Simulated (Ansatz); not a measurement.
Which YAML input does this script hand to the engine? (the Python package of Ansatz (0.2.0))

`scf.py`:
```python
# -*- coding: utf-8 -*-
'''SCF run for Ga2O3.'''

import ansatz as az
import numpy as np
from pymatgen.core import Structure


def main():
    ga2o3 = (
        az.Lattice.of((6.107, -1.51855, 0.0), (6.107, 1.51855, 0.0), (-1.385989, 0.0, 5.630009))
        .atom('Ga', (0.0905, 0.0905, 0.7946))
        .atom('Ga', (0.9095, 0.9095, 0.2054))
        .atom('Ga', (0.65866, 0.65866, 0.31402))
        .atom('Ga', (0.34134, 0.34134, 0.68598))
        .atom('O', (0.1645, 0.1645, 0.1098))
        .atom('O', (0.8355, 0.8355, 0.8902))
        .atom('O', (0.1733, 0.1733, 0.5632))
        .atom('O', (0.8267, 0.8267, 0.4368))
        .atom('O', (0.4959, 0.4959, 0.2566))
        .atom('O', (0.5041, 0.5041, 0.7434))
    )

    # the calculation
    base = (
        ga2o3.calculation()
        .functional('r2SCAN')
        .pseudopotentials('nc')
        .kpoints(7, 7, 4, center='gamma')
        .occupations('fixed')
        .scf(max_iterations=60, extra_bands=16)
        .compute(stress=True, forces=True)
    )
    planned = base.session().plan(threads=1)
    facts = planned.describe()
    print('plan:', facts['n_bands'], 'bands,', len(facts['kpoints_frac']), 'k-points, plane waves', facts['n_pw_range'], 'grid', facts['fft_dense'])
    res = planned.execute()
    r = res.report

    print('%-22s %14.5f eV' % ('F = E - TS', r['free_energy_ev']))
    print('%-22s %14.5f eV' % ('E', r['internal_energy_ev']))
    print('%-22s %14.5f eV' % ('Harris-Foulkes', r['harris_foulkes_ev']))
    print('%-22s %14.5f eV' % ('Fermi level', r['fermi_energy_ev']))

    print(base.to_python())

    # principal values and the von Mises stress of the deviator
    principal = np.linalg.eigvalsh(np.array(r['stress_gpa']))
    mises = np.sqrt(0.5 * sum((principal[i] - principal[i - 1]) ** 2 for i in range(3)))
    print('principal stresses (GPa, compression positive):', np.round(principal, 3))
    print(f'mean {principal.mean():.3f} GPa, von Mises {mises:.3f} GPa, PV = {principal.mean() * r["setup"]["cell_volume_ang3"] / 160.21766:.4f} eV')

    final = Structure(res.lattice.cell_ang, [s.symbol for s in res.lattice.sites], [s.position_frac for s in res.lattice.sites])
    print(final)

    distances = np.array([n.nn_distance for shell in final.get_all_neighbors(6.0) for n in shell])
    values, counts = np.unique(distances.round(2), return_counts=True)
    print('distance (A)  neighbours per atom')
    for value, count in list(zip(values, counts))[:14]:
        print(f'{value:10.2f} {count / len(final):10.2f}')

    # forces, one row an atom
    forces = np.array(r['forces_ev_ang'])
    norms = np.linalg.norm(forces, axis=1)
    print('largest force {:.4f} eV/A on atom {}'.format(norms.max(), norms.argmax()))
    print(np.array2string(forces, precision=4, suppress_small=True))


if __name__ == '__main__':
    main()
```

Running `python scf.py` prints:
```text
DeckWarning: basis.ecutwfc = 1290 eV, auto-derived from the records' recommended cutoffs: set by O (normal level)
plan: 60 bands, 60 k-points, plane waves [10945, 11018] grid [36, 75, 72]
F = E - TS               -10631.38092 eV
E                        -10631.38092 eV
Harris-Foulkes           -10631.38092 eV
Fermi level                   8.41165 eV
(
    az.Lattice.of(((6.107, -1.51855, 0.0), (6.107, 1.51855, 0.0), (-1.385989, 0.0, 5.630009)))
    .atom("Ga", (0.0905, 0.0905, 0.7946))
    .atom("Ga", (0.9095, 0.9095, 0.2054))
    .atom("Ga", (0.65866, 0.65866, 0.31402))
    .atom("Ga", (0.34134, 0.34134, 0.68598))
    .atom("O", (0.1645, 0.1645, 0.1098))
    .atom("O", (0.8355, 0.8355, 0.8902))
    .atom("O", (0.1733, 0.1733, 0.5632))
    .atom("O", (0.8267, 0.8267, 0.4368))
    .atom("O", (0.4959, 0.4959, 0.2566))
    .atom("O", (0.5041, 0.5041, 0.7434))
    .calculation()
    .kpoints(7, 7, 4, shift=(0.0, 0.0, 0.0))
    .functional("r2scan")
    .pseudopotentials(kind="nc")
    .scf(max_iterations=60, extra_bands=16)
    .occupations(method="fixed")
    .forces()
    .stress()
)

principal stresses (GPa, compression positive): [0.907 1.165 1.172]
mean 1.081 GPa, von Mises 0.262 GPa, PV = 0.7048 eV
Full Formula (Ga4 O6)
Reduced Formula: Ga2O3
abc   :   6.292968   6.292968   5.798100
angles: 103.413543 103.413543  27.927628
pbc   :       True       True       True
Sites (10)
  #  SP          a        b        c
---  ----  -------  -------  -------
  0  Ga    0.0905   0.0905   0.7946
  1  Ga    0.9095   0.9095   0.2054
  2  Ga    0.65866  0.65866  0.31402
  3  Ga    0.34134  0.34134  0.68598
  4  O     0.1645   0.1645   0.1098
  5  O     0.8355   0.8355   0.8902
  6  O     0.1733   0.1733   0.5632
  7  O     0.8267   0.8267   0.4368
  8  O     0.4959   0.4959   0.2566
  9  O     0.5041   0.5041   0.7434
distance (A)  neighbours per atom
      1.83       1.20
      1.86       0.40
      1.94       1.20
      2.01       0.40
      2.07       0.80
      2.61       0.40
      2.65       0.40
      2.80       0.20
      2.83       0.80
      2.85       0.80
      2.88       0.80
      2.94       0.80
      2.95       0.80
      3.00       0.20
largest force 0.1209 eV/A on atom 5
[[ 0.0954 -0.      0.0473]
 [-0.0954  0.     -0.0473]
 [ 0.0125 -0.      0.0705]
 [-0.0125  0.     -0.0705]
 [-0.0202  0.     -0.1192]
 [ 0.0202 -0.      0.1192]
 [-0.0325  0.      0.0112]
 [ 0.0325 -0.     -0.0112]
 [ 0.0827  0.     -0.0239]
 [-0.0827 -0.      0.0239]]
```
(Warnings from the package without file and line.)

`input.yaml`:
```yaml
crystal:
  lattice:
    - [6.107, -1.51855, 0.0]
    - [6.107, 1.51855, 0.0]
    - [-1.385989, 0.0, 5.630009]
  atoms:
    - { symbol: Ga, position: [0.0905, 0.0905, 0.7946] }
    - { symbol: Ga, position: [0.9095, 0.9095, 0.2054] }
    - { symbol: Ga, position: [0.65866, 0.65866, 0.31402] }
    - { symbol: Ga, position: [0.34134, 0.34134, 0.68598] }
    - { symbol: O, position: [0.1645, 0.1645, 0.1098] }
    - { symbol: O, position: [0.8355, 0.8355, 0.8902] }
    - { symbol: O, position: [0.1733, 0.1733, 0.5632] }
    - { symbol: O, position: [0.8267, 0.8267, 0.4368] }
    - { symbol: O, position: [0.4959, 0.4959, 0.2566] }
    - { symbol: O, position: [0.5041, 0.5041, 0.7434] }
kpoints:
  mp_grid: { grid: [7, 7, 4], shift: [0.0, 0.0, 0.0] }
hamiltonian:
  xc: r2scan
  pseudopotentials: { kind: nc }
scf:
  max_iter: 60
  n_extra_bands: 16
  occupations: { method: fixed }
output:
  forces: true
  stress: true
```

The program run on that file:
```console
$ ansatz run input.yaml --threads 1 --pin off --max-ram 3072MiB --backend cpu --events-out ev --progress --plain --runs-dir out
basis.fft_grid_basis auto: the FFT boxes are laid along the combinations [[1, -1, 0], [0, 1, 0], [0, 0, 1]] of the cell's own vectors, 3.037, 6.293 and 5.798 Å long. The dense box has 36×75×72 points. Along the cell's own vectors, as sized, it would have 75×75×72, 2.08 times as many. Of the 4 symmetry operations that the crystal satisfies within crystal.symmetry.tolerance (time reversal apart; of a slab, those that keep its plane) the dense box along the cell's own vectors carries 4, and the one as laid loses 2 of those. basis.fft_grid_basis: typed keeps the cell's own vectors: state it where this run's energies or levels are differenced outside the engine with another run's, or held beside a run that keeps those vectors.
scf.n_extra_bands = 16 over 44 filled bands (N_el = 88.0): the run solves 60 bands
Engine: ansatz 0.2.0, aarch64-unknown-linux-gnu
Pseudopotentials: kind: nc
Pseudopotential: Ga, nc, valence charge 13, recommended cutoff 1230 eV (normal), Ga.nc.azcp
Pseudopotential: O, nc, valence charge 6, recommended cutoff 1290 eV (normal), O.nc.azcp
Functional definition: r2SCAN
  parameter k0 = 0.174
  parameter k1 = 0.065
  parameter a1 = 4.9479
  exchange = r2scan_x(k0 = k0, k1 = k1, a1 = a1)
  correlation = r2scan_c
Crystal: 10 atoms, lattice volume = 104.423 Å³
Basis set: ecut = 1290 eV, 10945 PW (Γ), FFT grids on a1−a2, a2, a3, exchange–correlation on 144×300×288 points (64 copies of the dense FFT grid, shifted against one another)
Bands: 60, of which v1, the nominal top of the filled ones, is band 44 counted from 1 (43 counted from 0)
Symmetry: 4 space group operations
Space group: C2/m (ITA 12), of the structure as read, at distance tolerance 4.7e-5 Å
k-points: 60 of 196
Non-local potential: Ga, projectors of the file, l = 0: 3, l = 1: 3, l = 2: 2, l = 3: 1
Non-local potential: O, projectors of the file, l = 0: 2, l = 1: 2
Initial density: superposition of atomic densities (chi_scale 0.1, normalization cell, long waves kept (reshape's long-wave potential 0.04 eV rms))
Initial wavefunctions: pseudopotential atomic-orbital guess
Functional: x = r2scan, c = r2scan; τ floored in thin density (d = 2e-4 eV/Å³)
SCF iter   1: F=—  HF=-10632.171814 eV  |F-HF|=—  |Δ(HF+E_count)|=         —  Δρ=9.89e-2  dr2=5.25e0  dr2_τ=2.08e1  ethr=3.10e-3  ⟨swp⟩=10.9  Hψ=20718  notcnv=0  defer=838
preconditioner: auto → Resta (q_TF=auto, 2.652 Å⁻¹)  ε∞=3.5  [insulator: Δε(μ)=3.074 eV  Ē_g=21.527 eV  n_scr=34 (ndim 8)  ℏωp=34.1 eV  f_vac=0.000  ε∞_Penn≈3.5]
SCF iter   2: F=—  HF=-10631.270282 eV  |F-HF|=—  |Δ(HF+E_count)|=   9.02e-1  Δρ=4.34e-2  dr2=1.03e0  dr2_τ=1.92e0  ethr=3.10e-3  ⟨swp⟩=4.8  Hψ=8135  notcnv=0  defer=834
SCF iter   3: F=—  HF=-10631.383421 eV  |F-HF|=—  |Δ(HF+E_count)|=   1.13e-1  Δρ=1.06e-2  dr2=1.10e-1  dr2_τ=3.12e-1  ethr=1.17e-3  ⟨swp⟩=5.5  Hψ=8686  notcnv=0  defer=839
SCF iter   4: F=—  HF=-10631.378956 eV  |F-HF|=—  |Δ(HF+E_count)|=   4.46e-3  Δρ=3.79e-3  dr2=8.19e-3  dr2_τ=6.27e-2  ethr=1.25e-4  ⟨swp⟩=5.0  Hψ=7770  notcnv=0  defer=840
SCF iter   5: F=—  HF=-10631.380482 eV  |F-HF|=—  |Δ(HF+E_count)|=   1.53e-3  Δρ=1.02e-3  dr2=5.64e-4  dr2_τ=3.23e-3  ethr=9.31e-6  ⟨swp⟩=4.6  Hψ=7798  notcnv=0  defer=840
SCF iter   6: F=—  HF=-10631.380650 eV  |F-HF|=—  |Δ(HF+E_count)|=   1.68e-4  Δρ=4.83e-4  dr2=1.70e-4  dr2_τ=7.44e-4  ethr=6.41e-7  ⟨swp⟩=3.6  Hψ=8008  notcnv=0  defer=840
SCF iter   7: F=—  HF=-10631.380917 eV  |F-HF|=—  |Δ(HF+E_count)|=   2.67e-4  Δρ=9.53e-5  dr2=3.44e-6  dr2_τ=4.53e-5  ethr=1.93e-7  ⟨swp⟩=3.4  Hψ=6936  notcnv=0  defer=840
SCF iter   8: F=—  HF=-10631.380919 eV  |F-HF|=—  |Δ(HF+E_count)|=   1.72e-6  Δρ=2.45e-5  dr2=3.22e-7  dr2_τ=1.97e-6  ethr=3.91e-9  ⟨swp⟩=4.1  Hψ=9065  notcnv=0  defer=840
SCF iter   9: F=—  HF=-10631.380919 eV  |F-HF|=—  |Δ(HF+E_count)|=   1.21e-8  Δρ=1.16e-5  dr2=6.05e-8  dr2_τ=4.86e-7  ethr=1.19e-10  ⟨swp⟩=10.4  Hψ=21443  notcnv=0
SCF iter  10: F=-10631.380919 eV  HF=-10631.380919 eV  |F-HF|=6.22e-10  |Δ(HF+E_count)|=  8.84e-10  Δρ=1.60e-6  dr2=1.39e-9  dr2_τ=2.52e-8  ethr=6.88e-11  ⟨swp⟩=7.4  Hψ=16400  notcnv=0
SCF 1 converged in 10 iterations: F = -10631.380919 eV  dr2 = 1.39e-9
SCF converged after 10 iterations
Free energy (F): -10631.380919 eV
Harris-Foulkes:  -10631.380919 eV  (|F-HF|=6.22e-10)
Internal energy: -10631.380919 eV  (E = F + TS)
E sigma→0 (E₀):  -10631.380919 eV
Fermi energy:    8.411652 eV
--- Per-component energies (eV) ---
  E_band       = -99.945119
  E_kinetic    = 9555.886031
  E_local      = -7974.330241  (includes V_loc(G=0)·N_el)
  E_nonlocal   = -5477.674982
  E_hartree    = 3065.746456
  E_xc         = -2376.234719
  E_vxc        = -2574.877543  (∫ρ·V_xc dr)
  E_vtau       = 239.559432  (kinetic-family band-sum trace: ∫τ·v_τ [+ j·A + Jᵃ·Aᵃ] dr)
  E_ewald      = -7424.773464
  E_smearing   = -0.000000  (= −TS)
  E_closure    = -0.000000  (closes the sum)
  Σ components = -10631.380919   (vs F -10631.380919, Δ=0.00e0)
--- Forces (eV/Å), atoms counted from 1 ---
  atom   1  Ga     0.09543473    -0.00000000     0.04729108
  atom   2  Ga    -0.09543473     0.00000000    -0.04729108
  atom   3  Ga     0.01251695    -0.00000000     0.07047719
  atom   4  Ga    -0.01251695     0.00000000    -0.07047719
  atom   5  O     -0.02023164     0.00000000    -0.11916029
  atom   6  O      0.02023164    -0.00000000     0.11916029
  atom   7  O     -0.03246015     0.00000000     0.01119186
  atom   8  O      0.03246015    -0.00000000    -0.01119186
  atom   9  O      0.08273321     0.00000000    -0.02393556
  atom  10  O     -0.08273321    -0.00000000     0.02393556
  max |Σ_I F_I| component: 2.78e-17 eV/Å
--- Stress (GPa, compression-positive) ---
        1.139575       0.000000      -0.086848
        0.000000       1.165398      -0.000000
       -0.086848      -0.000000       0.939382
  P = ⅓ Tr σ = 1.0815 GPa (10.815 kbar)
```

What to keep in mind:
- These settings explore the input space; cutoff and mesh may be short of convergence.
- Such functionals run on norm-conserving files made under PBE, which can move pressures by some GPa.
- The Fermi level of a run with fixed occupations marks the highest occupied state on its mesh, not mid-gap.
- Only differences from the Fermi energy are physical; the zero of the scale is a convention.
- The starting cell is as deposited in a crystallographic database; the results hold for this polymorph, which needn't be the stable one.
- Wall time of the script: 3.3 min on 1 thread of Arm Neoverse V2, on a shared host, peak memory 2 GiB.

(A comment or docstring line of the script was reworded after the run, the code is as it ran; lines on the test bed's own set-up are left out of the output.)
